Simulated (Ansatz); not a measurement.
Relaxed BeO (wurtzite):

```yaml
crystal:
  lattice:
    - [5.42363, 0.00000, 0.00000]
    - [-1.35591, 2.34850, 0.00000]
    - [0.00000, 0.00000, 4.40456]
  atoms:
    - { symbol: Be, position: [0.33333, 0.33333, 0.00149] }
    - { symbol: Be, position: [0.83333, 0.33333, 0.00149] }
    - { symbol: Be, position: [0.16667, 0.66667, 0.50149] }
    - { symbol: Be, position: [0.66667, 0.66667, 0.50149] }
    - { symbol: O, position: [0.33333, 0.33333, 0.62371] }
    - { symbol: O, position: [0.83333, 0.33333, 0.62371] }
    - { symbol: O, position: [0.16667, 0.66667, 0.12371] }
    - { symbol: O, position: [0.66667, 0.66667, 0.12371] }
```

The atoms are displaced by Q × the pattern below (from a DFPT mode at M = (0.5, 0.0, 0.0), largest move 1; Q in Å), at fixed cell. (q is in reciprocal vectors of the primitive cell; the cell shown is doubled to hold the pattern.)

```csv
atom,x,y,z
Be1,-0.524,-0.302,-0.797
Be2,0.524,0.302,0.797
Be3,-0.524,-0.302,0.797
Be4,0.524,0.302,-0.797
O5,-0.457,-0.264,0.415
O6,0.457,0.264,-0.415
O7,-0.457,-0.264,-0.415
O8,0.457,0.264,0.415
```

All values below come from PBE (plane waves to 420 eV, PAW, scalar-relativistic; Ansatz, a program for electronic structure). k mesh 7×14×8 (Γ-centred), Fermi-Dirac smearing 0.05 eV. BeO was relaxed with its symmetry unable to fall.

At one point of the scan the forces (eV/Å) are:

```tsv
atom	Fx	Fy	Fz
Be1	-3.705	-2.139	-1.758
Be2	0.414	0.239	3.529
Be3	-0.414	-0.239	3.529
Be4	3.705	2.139	-1.758
O5	-4.553	-2.628	1.591
O6	1.239	0.715	-3.362
O7	-1.239	-0.715	-3.362
O8	4.553	2.628	1.591
```

**Question.** Which point is it?
A) Q = -0.180 Å
B) Q = -0.090 Å
C) Q = -0.030 Å
D) Q = -0.120 Å

**Answer.** A, Q = -0.180 Å

(A displaced cell: forces are minus the slopes of the energy, force constants its curvatures, and phonons follow from these.)
